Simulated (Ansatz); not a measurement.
MoS2: elastic constants with PBEsol

Crystal: MoS2.

```xyz
3
Lattice="3.2275 0.0000 0.0000 -1.6137 2.7951 0.0000 0.0000 0.0000 6.3125" Properties=species:S:1:pos:R:3 pbc="T T T"
Mo    0.0000    0.0000    3.1562
S     1.6137    0.9317    4.7008
S     0.0000    1.8634    1.6117
```

Measurements of this composition are mostly on another form, of space group No. 194.

```yaml
Program: Ansatz 0.2.0
Task: elastic constants
Functional: PBEsol
Potentials_or_basis: Ansatz PAW
Cutoff: "420 eV (not typed: the program's choice for these potentials)"
k_mesh: 7 × 7 × 3
Occupations: fermi-dirac, width 0.05 eV
Spin: no spin polarisation
Atoms_under_strain: clamped
```

```
Pressure               : -3.2 GPa
Band gap on the k mesh : none (metal or under the smearing width)
Voigt bulk modulus     : 127 GPa
```

Stress tensor (GPa, compression positive):
```
-4.35  0.00  0.00
 0.00 -4.35  0.00
 0.00  0.00 -0.96
```

Levels at points of the mesh, in eV from the Fermi level:
| k point | band 10 | band 11 | band 12 | band 13 | band 14 | band 15 | band 16 | band 17 |
| --- | --- | --- | --- | --- | --- | --- | --- | --- |
| (0.00, 0.00, 0.00) | -1.90 | -1.18 | -1.06 | -1.06 | -0.38 | -0.38 | 3.12 | 3.12 |

Elastic tensor in Voigt notation (GPa, ions clamped, in the Cartesian axes of the cell as first typed):
```
222  41 102  40   0   0
 41 222 102 -40   0   0
106 106 203   0   0   0
 40 -40   0 110   0   0
  0   0   0   0 110  40
  0   0   0   0  40  91
```

It took 16 s on 2 threads of Intel(R) Xeon(R) Processor @ 2.50GHz (Skylake/Cascade Lake), with other jobs on the host, peak memory 0.39 GiB.

Caveat: the cell is more than 3 GPa from zero pressure, which shifts response properties; elastic constants of metals need much finer meshes, so these are rough; this functional lacks dispersion, which binds the layers, so the pressure and a relaxed spacing across them are unreliable; the PAW data sets come from PBE, with cores solved anew for the run's functional, which leaves a small shift of forces and pressure.
